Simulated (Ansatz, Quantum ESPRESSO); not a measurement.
# graphene, 2 layers, AB stacking against a metal electrode: the electrode's level over the Fermi level at a withheld member of a series

Method. Quantum ESPRESSO 7.5, PBE, GBRV ultrasoft. The slab is relaxed neutral under PBE-D3(BJ), then held. ESM with bc3: vacuum below and a metal electrode about 6 Å above the top atoms. Fermi-Dirac smearing of 0.004 Ry and a dense mesh. Charges are set per cell from the starting area. The series steps the charge of the slab (positive: electrons removed).

| charge of the slab | electrode's level over the Fermi level (eV) |
| --- | --- |
| 1 ×10¹³ e/cm² | 5.352 |
| 2 ×10¹³ e/cm² | 6.360 |
| 3 ×10¹³ e/cm² | 7.336 |
| 4.5 ×10¹³ e/cm² | 8.771 |
| 6 ×10¹³ e/cm² | 10.190 |
| 7 ×10¹³ e/cm² | 11.132 |

**Question.** What is the electrode's level over the Fermi level at 8 ×10¹³ e/cm²?

By hand: The rows at 6 ×10¹³ e/cm² and 7 ×10¹³ e/cm² give a slope of (11.132 − (10.190))/(7 − (6)) = 0.942, so a straight line gives 12.074 eV. A parabola through these and the row at 4.5 ×10¹³ e/cm² gives 12.071 eV.

**Check.** 12.070 eV. The line misses by +0.004 and the parabola by +0.001 eV. Both misses are under 5 % of the step from the nearer row.

**Limits.** Vacuum fills the gap; ions don't answer the charge; added electrons can spill towards the electrode at the most negative charges. Members without a usable value, or on the other side of zero field or charge, are not listed.
